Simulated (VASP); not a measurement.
# Al (Fm-3m) in VASP: further runs

The runs below take Al through single point, with PBE.

All numbers are computed with VASP 6.6.1; they aren't measurements. Logs are shortened: lines on timing, memory, paths and dates and some standing lists are left out, and cuts for length are marked.

## 1. The crystal as given

Symmetry: Fm-3m, No. 225, cubic system. Conventional cell: a = 4.050 Å, b = 4.050 Å, c = 4.050 Å, α = 90.00°, β = 90.00°, γ = 90.00°. Around Al (site symmetry m-3m) lie 12 Al at 2.86 Å.

## 2. Single point, PBE

Input file INCAR:

```
SYSTEM = Al
PREC = Accurate
ENCUT = 900
EDIFF = 1E-7
ISMEAR = -1
SIGMA = 0.15
LREAL = .False.
LASPH = .True.
NELM = 100
ALGO = Normal
ISIF = 2
LWAVE = .False.
LCHARG = .False.
GGA = PE
NBANDS = 8
ADDGRID = .False.
```

Input file KPOINTS:

```
regular mesh
0
Gamma
  10 10 10
  0 0 0
```

Input file POSCAR:

```
Al
1.0
    0.0000000000      2.0248050000      2.0248050000
    2.0248050000      0.0000000000      2.0248050000
    2.0248050000      2.0248050000      0.0000000000
Al
1
Direct
    0.0000000000      0.0000000000      0.0000000000
```

Potentials or basis: VASP PAW PBE potentials, release 64 (Al).

Started as:

```
> cat potpaw_PBE.64/Al/POTCAR > POTCAR
> mpirun -np 1 vasp_std > vasp.out
```

OUTCAR:

```text
SYSTEM = Al
   PREC = Accurate
   ENCUT = 900
   EDIFF = 1E-7
   ISMEAR = -1
   LREAL = .False.
   LASPH = .True.
   NELM = 100
   ISIF = 2
   GGA = PE

 Found     47 irreducible k-points:

 Following reciprocal coordinates:
            Coordinates               Weight
  0.000000  0.000000  0.000000      1.000000
  0.100000  0.000000  0.000000      8.000000
  0.200000  0.000000  0.000000      8.000000
  0.300000  0.000000  0.000000      8.000000
  0.400000  0.000000  0.000000      8.000000
  0.500000  0.000000  0.000000      4.000000
   k-points           NKPTS =     47   k-points in BZ     NKDIM =     47   number of bands    NBANDS=      8
   number of dos      NEDOS =    301   number of ions     NIONS =      1
   total plane-waves  NPLWV =  21952
   dimension x,y,z NGX =    28 NGY =   28 NGZ =   28
   dimension x,y,z NGXF=    56 NGYF=   56 NGZF=   56
   ions per type =               1
   NGX,Y,Z   is equivalent  to a cutoff of  16.26, 16.26, 16.26 a.u.
   NGXF,Y,Z  is equivalent  to a cutoff of  32.51, 32.51, 32.51 a.u.
 SYSTEM =  Al
   PREC   = accura    normal or accurate (medium, high low for compatibility)
   ISTART =      0    job   : 0-new  1-cont  2-samecut
   ICHARG =      2    charge: 1-file 2-atom 10-const
   ISPIN  =      1    spin polarized calculation?
   LNONCOLLINEAR =      F non collinear calculations
   LSORBIT =      F    spin-orbit coupling
   LASPH  =      T    aspherical Exc in radial PAW
   ENCUT  =  900.0 eV  66.15 Ry    8.13 a.u.   7.00  7.00  7.00*2*pi/ulx,y,z
   NELM   =    100;   NELMIN=  2; NELMDL= -5     # of ELM steps
   EDIFF  = 0.1E-06   stopping-criterion for ELM
   LREAL  =      F    real-space projection
   EDIFFG = 0.1E-05   stopping-criterion for IOM
   NSW    =      0    number of steps for IOM
   IBRION =     -1    ionic relax: 0-MD 1-quasi-New 2-CG
   NFREE  =      0    steps in history (QN), initial steepest desc. (CG)
   ISIF   =      2    stress and relaxation
   ISYM   =      2    0-nonsym 1-usesym 2-fastsym
   POTIM  = 0.5000    time-step for ionic-motion
   TEBEG  =    0.0;   TEEND  =   0.0 temperature during run
   PSTRESS=    0.0 pullay stress
   NELECT =       3.0000    total number of electrons
   NUPDOWN=      -1.0000    fix difference up-down
   EMIN   =  10.00;   EMAX   =-10.00  energy-range for DOS
   EFERMI =   0.00;   METHOD = LEGACY
   ISMEAR =    -1;   SIGMA  =   0.15  broadening in eV -4-tet -1-fermi 0-gaus
   EFERMI_NEDOS =   21; number of points for ismear=-14 and -15
   IALGO  =     38    algorithm
   IMIX   =      4    mixing-type and parameters
     AMIX     =   0.40;   BMIX     =  1.00
     AMIX_MAG =   1.60;   BMIX_MAG =  1.00
  volume/ion in A,a.u.               =      16.60       112.04
  Fermi-wavevector in a.u.,A,eV,Ry     =   0.925526  1.748991 11.654733  0.856599
  Thomas-Fermi vector in A             =   2.051390
   LORBIT       =      0    0 simple, 1 ext, 2 COOP (PROOUT), +10 PAW based schemes
   GGA     = PE    functional components
   LHFCALC =     F    Hartree Fock is set to
   AEXX    =    0.0000 exact exchange contribution
   IVDW    =     0    specifies the selected vdW correction
   LEPSILON=     F    determine dielectric tensor
   LRPA    =     F    only Hartree local field effects (RPA)
 non-spin polarized calculation
  energy-cutoff  :      900.00
  volume of cell :       16.60
 maximum number of plane-waves:      1034
   NGX = 13   NGY = 13   NGZ = 13

 number of electron       3.0000000 magnetization

 Free energy of the ion-electron system (eV)
  ---------------------------------------------------
  ext. energy  EPLUGINS =         0.00000000
  ---------------------------------------------------
  free energy    TOTEN  =        -3.74976710 eV

  energy without entropy =       -3.71029891  energy(sigma->0) =       -3.73003301

 E-fermi :   8.0339     XC(G=0): -10.1748

 val. band max:        8.0134639982   @ k =  -0.4000   0.4000   0.0000
 cond. band min:       8.0631359927   @ k =  -0.4000   0.4000   0.1000
 fundamental gap:      0.0496719945
 Fermi energy:         8.0338684345

 k-point     1 :       0.0000    0.0000    0.0000
  band No.  band energies     occupation
      1      -3.1570      2.00000
      2      20.5192      0.00000
      3      20.5192      0.00000
      4      20.5192      0.00000
      5      21.9638      0.00000
      6      21.9638      0.00000
      7      21.9638      0.00000
      8      24.3547      0.00000

 k-point     2 :       0.1000    0.0000    0.0000
  band No.  band energies     occupation
      1      -2.8865      2.00000
      2      17.2310      0.00000
      3      19.7865      0.00000
      4      19.7865      0.00000
      5      22.6356      0.00000
      6      23.1003      0.00000
      7      23.1003      0.00000
      8      26.0025      0.00000

 k-point     3 :       0.2000    0.0000    0.0000
  band No.  band energies     occupation
      1      -2.0778      2.00000
      2      13.2486      0.00000
      3      19.0273      0.00000
      4      19.0273      0.00000
      5      22.3537      0.00000
      6      23.5133      0.00000
      7      23.5133      0.00000
      8      25.5987      0.00000

 k-point     4 :       0.3000    0.0000    0.0000
  band No.  band energies     occupation
      1      -0.7401      2.00000
      2       9.5673      0.00007
      3      18.6763      0.00000
      4      18.6763      0.00000
      5      21.7705      0.00000
      6      21.7705      0.00000
      7      22.1853      0.00000
      8      25.7482      0.00000

 k-point     5 :       0.4000    0.0000    0.0000
  band No.  band energies     occupation
      1       1.1122      2.00000
      2       6.2929      1.99998
      3      18.7711      0.00000
      4      18.7711      0.00000
      5      20.3281      0.00000
      6      20.3281      0.00000
      7      22.4000      0.00000
      8      24.2156      0.00000

 k-point     6 :       0.5000    0.0000    0.0000
  band No.  band energies     occupation
      1       3.3666      2.00000
      2       3.5627      2.00000
      3      19.2775      0.00000
      4      19.2775      0.00000
      5      19.3671      0.00000
      6      19.3671      0.00000
      7      23.0224      0.00000
      8      23.1339      0.00000

 [... further k-points ...]

------------------------ aborting loop because EDIFF is reached ----------------------------------------

  FORCE on cell =-STRESS in cart. coord.  units (eV):
  Direction    XX          YY          ZZ          XY          YZ          ZX
  --------------------------------------------------------------------------------------
  -------------------------------------------------------------------------------------
  Total       -0.0416983     -0.0416983     -0.0416983      0.0000000      0.0000000      0.0000000
  in kB       -4.0239189     -4.0239189     -4.0239189      0.0000000      0.0000000      0.0000000
  external PRESSURE =      -4.0239189 kB  Pullay stress =       0.0000000 kB

 VOLUME and BASIS-vectors are now :
 -----------------------------------------------------------------------------
  energy-cutoff  :      900.00
  volume of cell :       16.60
      direct lattice vectors                 reciprocal lattice vectors
     0.000000000  2.024805000  2.024805000    -0.246937359  0.246937359  0.246937359
     2.024805000  0.000000000  2.024805000     0.246937359 -0.246937359  0.246937359
     2.024805000  2.024805000  0.000000000     0.246937359  0.246937359 -0.246937359

 POSITION                                       TOTAL-FORCE (eV/Angst)
 -----------------------------------------------------------------------------------
      0.00000      0.00000      0.00000         0.000000      0.000000      0.000000
 -----------------------------------------------------------------------------------
    total drift:                                0.000000     -0.000000     -0.000000

  FREE ENERGIE OF THE ION-ELECTRON SYSTEM (eV)
  ---------------------------------------------------
  free  energy   TOTEN  =        -3.7497671010 eV

  energy  without entropy=       -3.7102989131  energy(sigma->0) =       -3.73003301
```

stdout:

```text
POSCAR found type information on POSCAR Al
 POSCAR found :  1 types and       1 ions
 scaLAPACK will be used
 LDA part: xc-table for (Slater+PW92), standard interpolation
 POSCAR, INCAR and KPOINTS ok, starting setup
 FFT: planning ... GRIDC
 FFT: planning ... GRID_SOFT
 FFT: planning ... GRID
 WAVECAR not read
 entering main loop
```

It took 5.5 s on 1 thread of Intel Xeon 6975P-C (Granite Rapids), shared host; peak memory 0.14 GiB.

These settings aren't checked as converged: the numbers below hold their error.

Results:

| Item | Value |
| --- | --- |
| Free energy | -3.7498 eV |
| Pressure | -0.4 GPa |
| Band gap on the k mesh | none (metal or under the smearing width) |

## 3. Single point, PBE

INCAR is that of step 2.

KPOINTS is that of step 2.

Input file POSCAR:

```
Al
1.0
   -0.0142710000      2.0302060000      1.9470980000
    2.0319350000     -0.0386130000      1.9714400000
    2.0296090000      2.0522230000     -0.0362870000
Al
1
Direct
    0.0259050000     -0.0062880000     -0.0081470000
```

Potentials or basis: VASP PAW PBE potentials, release 64 (Al).

Started as:

```
> cat potpaw_PBE.64/Al/POTCAR > POTCAR
> mpirun -np 1 vasp_std > vasp.out
```

Wall time 53 s (1 thread of Intel Xeon 6975P-C (Granite Rapids), shared host); peak memory 0.25 GiB.

The run converged, but some of its settings lie outside the range that counts as converged, so its numbers aren't taken as properties of the crystal.

What came out:

| Property | Result |
| --- | --- |
| Free energy | -3.7506 eV |
| Pressure | -0.2 GPa |
| Band gap on the k mesh | none (metal or under the smearing width) |

## 4. Single point, PBE

INCAR, as its differences from that of step 3:

```diff
@@ -2,6 +2,6 @@
 PREC = Accurate
-ENCUT = 900
+ENCUT = 400
 EDIFF = 1E-7
 ISMEAR = -1
-SIGMA = 0.15
+SIGMA = 0.4
 LREAL = .False.
```

Input file KPOINTS:

```
regular mesh
0
Gamma
  15 15 15
  0 0 0
```

Input file POSCAR:

```
Al
1.0
    0.0000000000      2.0248050000      2.0248050000
    2.0248050000      0.0000000000      2.0248050000
    2.0248050000      2.0248050000      0.0000000000
Al
1
Direct
    0.0000000000      0.0000000000      0.0000000000
```

Started as:

```
> cat potpaw_PBE.64/Al/POTCAR > POTCAR
> mpirun -np 1 vasp_std > vasp.out
```

It took 7.7 s on 1 thread of Intel Xeon 6975P-C (Granite Rapids), shared host; peak memory 0.12 GiB.

These settings aren't checked as converged: the numbers below hold their error.

Results:

```
Free energy            : -3.8518 eV
Pressure               : 0.2 GPa
Band gap on the k mesh : none (metal or under the smearing width)
```

## 5. The reference run

An earlier run on the cell as given: functional PBE; potentials or basis VASP PAW PBE potentials, release 64 (Al); cutoff 520 eV; k mesh 11 × 11 × 11; occupations fermi-dirac, width 0.05 eV; no spin polarisation.

- Pressure: -0.5 GPa
- Band gap on the k mesh: none (metal or under the smearing width)
